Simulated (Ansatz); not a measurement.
# Al₃Cu: energy over two strains, part 2 of 2

How does the energy of Al₃Cu (Pm-3m, No. 221; 4 atoms in the cell) change over two coordinates at once? A grid of runs gives the map.

Ansatz 0.2.0; DFT LDA, scalar-relativistic, plane waves, PAW. The steps go on from the part before.

### 6 Grid point (−11.0 %, −2.33 %)

The input, input.yaml:

```yaml
crystal:
  lattice:
    - [3.4757523994, 0.0, 0.0]
    - [0.0, 4.3238259621, 0.0]
    - [0.0, 0.0, 3.7650611306]
  atoms:
    - { symbol: Al, position: [0.0, 0.5, 0.5] }
    - { symbol: Al, position: [0.5, 0.0, 0.5] }
    - { symbol: Al, position: [0.5, 0.5, 0.0] }
    - { symbol: Cu, position: [0.0, 0.0, 0.0] }
basis:
  ecutwfc: 520.0
kpoints:
  mp_grid: { grid: [10, 10, 10] }
hamiltonian:
  xc: lda
  pseudopotentials: { kind: paw, azcp: { folder: soft_1 } }
scf:
  occupations: { method: gaussian, width: 0.15 }
output:
  forces: true
  stress: true
  eigenvalues: true
```

Run with:

```sh
ansatz run input.yaml --threads 2 --pin off --max-ram 4096MiB --backend cpu --events-out ev --progress --plain --runs-dir out
```

The program printed (excerpt; [...] marks lines left out):

```text
Warning: <dir> the record states the generating functional pbe (its physics header spells it `PBE`), which answers neither for hamiltonian.xc's functional nor for the lda family's — results may be inconsistent (PPs are generated against a specific XC)
[...]
Warning: RAYON_NUM_THREADS=2 ignored (pool sized by the plan → 2); use --threads N
[...]
Pseudopotentials: kind: paw
Pseudopotential: Al, paw, valence charge 3, recommended cutoff 420 eV (normal), <dir>
Pseudopotential: Cu, paw, valence charge 19, recommended cutoff 420 eV (normal), <dir>
Functional definition: SPW92
[...]
Crystal: 4 atoms, lattice volume = 56.583 Å³
Basis set: ecut = 520 eV, 1527 PW (Γ)
Bands: 18, of which v1, the nominal top of the filled ones, is band 14 counted from 1 (13 counted from 0)
Symmetry: 8 space group operations
Space group: Pmmm (ITA 47), of the structure as read, at distance tolerance 3.8e-5 Å
k-points: 216 of 1000
[...]
SCF iter   1: F=—  HF=-8099.424362 eV  |F-HF|=—  |Δ(HF+E_count)|=         —  Δρ=4.18e-1  dr2=7.68e1  ethr=3.10e-3  ⟨swp⟩=5.9  Hψ=20188  notcnv=0
[...]
SCF iter  11: F=-8094.061660 eV  HF=-8094.061660 eV  |F-HF|=9.21e-10  |Δ(HF+E_count)|=   6.58e-8  Δρ=9.89e-7  dr2=7.14e-10  ethr=3.57e-10  ⟨swp⟩=5.0  Hψ=14117  notcnv=0
[...]
SCF converged after 11 iterations
Free energy (F): -8094.061660 eV
[...]
E sigma→0 (E₀):  -8094.052542 eV
Entropy (-TS):   -0.018235 eV (-4.559 meV/atom)
Fermi energy:    10.445790 eV
[...]
--- Forces (eV/Å), atoms counted from 1 ---
  atom   1  Al    -0.00000000     0.00000000     0.00000000
  atom   2  Al    -0.00000000     0.00000000     0.00000000
  atom   3  Al    -0.00000000     0.00000000     0.00000000
  atom   4  Cu    -0.00000000     0.00000000     0.00000000
[...]
--- Stress (GPa, compression-positive) ---
       10.168762       0.000000       0.000000
        0.000000      -7.263004       0.000000
        0.000000       0.000000       7.898327
  P = ⅓ Tr σ = 3.6014 GPa (36.014 kbar)
--- Band table (eV; the first three rows and the last of 216) ---
  k-point 0: bands = ["-102.2379", "-60.0784", "-60.0626", "-60.0030", "-1.0787", "5.4251", "6.0474", "6.3617", "6.6289", "6.6811", "6.7481", "8.2837", "8.5963", "9.8787", "10.9241", "12.8340", "15.4330", "16.3866"]
[...]
```

Run time: 19 s. Hardware: 2 threads of Arm Neoverse N1, shared host; peak memory 0.49 GiB.

That is 106 meV/atom from the zero.

### 7 The run at (−11.0 %, 7.00 %)

Changes to input.yaml since step 6:

```diff
@@ -2,5 +2,5 @@
   lattice:
-    - [3.4757523994, 0.0, 0.0]
-    - [0.0, 4.3238259621, 0.0]
-    - [0.0, 0.0, 3.7650611306]
+    - [3.2959222552, 0.0, 0.0]
+    - [0.0, 4.143995818, 0.0]
+    - [0.0, 0.0, 4.1247214188]
   atoms:
```

Run with:

```sh
ansatz run input.yaml --threads 2 --pin off --max-ram 4096MiB --backend cpu --events-out ev --progress --plain --runs-dir out
```

The program printed (excerpt; [...] marks lines left out):

```text
[...]
SCF converged after 11 iterations
Free energy (F): -8094.089268 eV
[...]
E sigma→0 (E₀):  -8094.082339 eV
Entropy (-TS):   -0.013858 eV (-3.464 meV/atom)
Fermi energy:    10.552353 eV
[...]
--- Forces (eV/Å), atoms counted from 1 ---
  atom   1  Al     0.00000000     0.00000000     0.00000000
  atom   2  Al    -0.00000000     0.00000000     0.00000000
  atom   3  Al    -0.00000000     0.00000000     0.00000000
  atom   4  Cu    -0.00000000     0.00000000     0.00000000
[...]
--- Stress (GPa, compression-positive) ---
        6.686039       0.000000       0.000000
        0.000000       0.280950       0.000000
        0.000000       0.000000       0.774392
  P = ⅓ Tr σ = 2.5805 GPa (25.805 kbar)
--- Band table (eV; the first three rows and the last of 216) ---
  k-point 0: bands = ["-102.1451", "-59.9573", "-59.9567", "-59.9526", "-1.0551", "5.5372", "6.0857", "6.7168", "6.8293", "6.8352", "6.8722", "6.9309", "8.8454", "9.7766", "11.1831", "13.8804", "14.9167", "14.9528"]
[...]
```

It took 22 s on 2 threads of Arm Neoverse N1, shared host; peak memory 0.49 GiB.

That is 99 meV/atom from the zero.

### 8 The run at (−11.0 %, 4.67 %)

Changes to input.yaml since step 7:

```diff
@@ -2,5 +2,5 @@
   lattice:
-    - [3.2959222552, 0.0, 0.0]
-    - [0.0, 4.143995818, 0.0]
-    - [0.0, 0.0, 4.1247214188]
+    - [3.3408316053, 0.0, 0.0]
+    - [0.0, 4.188905168, 0.0]
+    - [0.0, 0.0, 4.0349027188]
   atoms:
```

Run with:

```sh
ansatz run input.yaml --threads 2 --pin off --max-ram 4096MiB --backend cpu --events-out ev --progress --plain --runs-dir out
```

The program printed (excerpt; [...] marks lines left out):

```text
Warning: <dir> the record states the generating functional pbe (its physics header spells it `PBE`), which answers neither for hamiltonian.xc's functional nor for the lda family's — results may be inconsistent (PPs are generated against a specific XC)
[...]
Warning: RAYON_NUM_THREADS=2 ignored (pool sized by the plan → 2); use --threads N
[...]
[... 4 set-up lines as earlier in the session ...]
[...]
Crystal: 4 atoms, lattice volume = 56.466 Å³
Basis set: ecut = 520 eV, 1533 PW (Γ)
Bands: 18, of which v1, the nominal top of the filled ones, is band 14 counted from 1 (13 counted from 0)
[... 2 set-up lines as earlier in the session ...]
k-points: 216 of 1000
[...]
SCF iter   1: F=—  HF=-8099.483082 eV  |F-HF|=—  |Δ(HF+E_count)|=         —  Δρ=4.18e-1  dr2=7.68e1  ethr=3.10e-3  ⟨swp⟩=5.9  Hψ=20189  notcnv=0
[...]
SCF iter  11: F=-8094.109013 eV  HF=-8094.109013 eV  |F-HF|=8.19e-10  |Δ(HF+E_count)|=   4.03e-8  Δρ=1.34e-6  dr2=1.12e-9  ethr=3.57e-10  ⟨swp⟩=4.9  Hψ=13788  notcnv=0
[...]
SCF converged after 11 iterations
Free energy (F): -8094.109013 eV
[...]
E sigma→0 (E₀):  -8094.102038 eV
Entropy (-TS):   -0.013950 eV (-3.488 meV/atom)
Fermi energy:    10.524388 eV
[...]
--- Forces (eV/Å), atoms counted from 1 ---
  atom   1  Al     0.00000000     0.00000000     0.00000000
  atom   2  Al     0.00000000     0.00000000     0.00000000
  atom   3  Al     0.00000000     0.00000000     0.00000000
  atom   4  Cu     0.00000000     0.00000000     0.00000000
[...]
--- Stress (GPa, compression-positive) ---
        7.109948       0.000000       0.000000
        0.000000      -1.826324       0.000000
        0.000000       0.000000       1.958209
  P = ⅓ Tr σ = 2.4139 GPa (24.139 kbar)
--- Band table (eV; the first three rows and the last of 216) ---
  k-point 0: bands = ["-102.1743", "-59.9980", "-59.9849", "-59.9707", "-1.0680", "5.5402", "6.0710", "6.6963", "6.7303", "6.7698", "6.8117", "7.2131", "8.8566", "9.9308", "10.8297", "13.5942", "14.9819", "15.2652"]
[...]
```

It took 19 s on 2 threads of Arm Neoverse N1, shared host; peak memory 0.49 GiB.

Energy on the map's scale: 94 meV/atom.

### 9 Grid point (−11.0 %, −4.67 %)

Changes to input.yaml since step 8:

```diff
@@ -2,5 +2,5 @@
   lattice:
-    - [3.3408316053, 0.0, 0.0]
-    - [0.0, 4.188905168, 0.0]
-    - [0.0, 0.0, 4.0349027188]
+    - [3.5208544934, 0.0, 0.0]
+    - [0.0, 4.3689280561, 0.0]
+    - [0.0, 0.0, 3.6748569426]
   atoms:
```

Run with:

```sh
ansatz run input.yaml --threads 2 --pin off --max-ram 4096MiB --backend cpu --events-out ev --progress --plain --runs-dir out
```

The program printed (excerpt; [...] marks lines left out):

```text
[...]
SCF converged after 11 iterations
Free energy (F): -8094.002904 eV
[...]
E sigma→0 (E₀):  -8093.994852 eV
Entropy (-TS):   -0.016104 eV (-4.026 meV/atom)
Fermi energy:    10.441932 eV
[...]
--- Forces (eV/Å), atoms counted from 1 ---
  atom   1  Al    -0.00000000    -0.00000000     0.00000000
  atom   2  Al     0.00000000    -0.00000000     0.00000000
  atom   3  Al     0.00000000    -0.00000000     0.00000000
  atom   4  Cu     0.00000000     0.00000000     0.00000000
[...]
--- Stress (GPa, compression-positive) ---
       11.455937       0.000000       0.000000
        0.000000      -8.888039       0.000000
        0.000000       0.000000      10.691897
  P = ⅓ Tr σ = 4.4199 GPa (44.199 kbar)
--- Band table (eV; the first three rows and the last of 216) ---
  k-point 0: bands = ["-102.2447", "-60.0859", "-60.0761", "-60.0030", "-1.0725", "5.3600", "6.0474", "6.2573", "6.6038", "6.6956", "6.7350", "8.4933", "8.7286", "9.5966", "11.2895", "12.6746", "15.6785", "16.5354"]
[...]
```

Run time: 20 s. Hardware: 2 threads of Arm Neoverse N1, shared host; peak memory 0.49 GiB.

On the map this point reads 120 meV/atom.

### 10 Point (−11.0 %, 0.00 %)

Changes to input.yaml since step 9:

```diff
@@ -2,5 +2,5 @@
   lattice:
-    - [3.5208544934, 0.0, 0.0]
-    - [0.0, 4.3689280561, 0.0]
-    - [0.0, 0.0, 3.6748569426]
+    - [3.4308430493, 0.0, 0.0]
+    - [0.0, 4.2789166121, 0.0]
+    - [0.0, 0.0, 3.8548798307]
   atoms:
```

Run with:

```sh
ansatz run input.yaml --threads 2 --pin off --max-ram 4096MiB --backend cpu --events-out ev --progress --plain --runs-dir out
```

The program printed (excerpt; [...] marks lines left out):

```text
[...]
SCF converged after 11 iterations
Free energy (F): -8094.096774 eV
[...]
E sigma→0 (E₀):  -8094.088544 eV
Entropy (-TS):   -0.016460 eV (-4.115 meV/atom)
Fermi energy:    10.472553 eV
[...]
--- Forces (eV/Å), atoms counted from 1 ---
  atom   1  Al     0.00000000     0.00000000     0.00000000
  atom   2  Al    -0.00000000    -0.00000000     0.00000000
  atom   3  Al     0.00000000    -0.00000000     0.00000000
  atom   4  Cu     0.00000000     0.00000000     0.00000000
[...]
--- Stress (GPa, compression-positive) ---
        9.120731       0.000000       0.000000
        0.000000      -5.577342       0.000000
        0.000000       0.000000       5.310752
  P = ⅓ Tr σ = 2.9514 GPa (29.514 kbar)
--- Band table (eV; the first three rows and the last of 216) ---
  k-point 0: bands = ["-102.2265", "-60.0654", "-60.0439", "-60.0004", "-1.0793", "5.4770", "6.0480", "6.4751", "6.6634", "6.6739", "6.7636", "7.8879", "8.6997", "10.1780", "10.5464", "13.0603", "15.2380", "15.9859"]
[...]
```

It took 18 s on 2 threads of Arm Neoverse N1, shared host; peak memory 0.49 GiB.

On the map this point reads 97 meV/atom.

### 11 The map

28 points were computed, 21 more follow by symmetry. Energies in meV/atom, from the relaxed crystal:

```
strain +e along z and -e/2 along x and y (%) ↓, strain +e along x and -e along y (%) →  −11.0  −7.3  −3.7  0.0  3.7  7.3  11.0
                                                                                  7.00     99    73    48   38   48   73    99
                                                                                  4.67     94    61    31   19   31   61    94
                                                                                  2.33     93    53    20    5   20   53    93
                                                                                  0.00     97    51    16    0   16   51    97
                                                                                 −2.33    106    55    20    5   20   55   106
                                                                                 −4.67    120    66    31   18   31   66   120
                                                                                 −7.00    141    82    48   36   48   82   141
```

On the same grid, pressure (GPa):

```csv
"strain +e along z and -e/2 along x and y (%) ↓, strain +e along x and -e along y (%) →",−11.0,−7.3,−3.7,0.0,3.7,7.3,11.0
7.00,2.58,1.69,1.21,1.12,1.21,1.69,2.58
4.67,2.41,1.29,0.67,0.48,0.67,1.29,2.41
2.33,2.56,1.17,0.42,0.13,0.42,1.17,2.56
0.00,2.95,1.31,0.36,0.02,0.36,1.31,2.95
−2.33,3.60,1.71,0.51,0.12,0.51,1.71,3.60
−4.67,4.42,2.22,0.83,0.40,0.83,2.22,4.42
−7.00,5.36,2.85,1.25,0.77,1.25,2.85,5.36
```

### 12 Results

The summary covers parts 1 to 2.

```
              quantity                                                                            value
          lowest point                                                      (0.0 %, 0.00 %), 0 meV/atom
highest computed point                                (−11.0 %, −7.00 %), 141 meV/atom above the lowest
        pressure (GPa)  0.02 at (0.0 %, 0.00 %) to 5.36 at (−11.0 %, −7.00 %); 0.02 at the lowest point
   time for all points                                                8.3 min on 2 threads, shared host
```

In words: The lowest computed point is at (0.0 %, 0.00 %), which is the relaxed crystal itself. No other kind of well shows on this grid. The highest computed point, (−11.0 %, −7.00 %), lies 141 meV/atom above the lowest. Round the minimum the two coordinates are nearly uncoupled. The curvatures of the interpolated surface at the minimum, over the volume, give stiffnesses of about 300 and 250 GPa for the two patterns (per unit amplitude as drawn, so not the usual moduli); on a grid this wide they are rough.
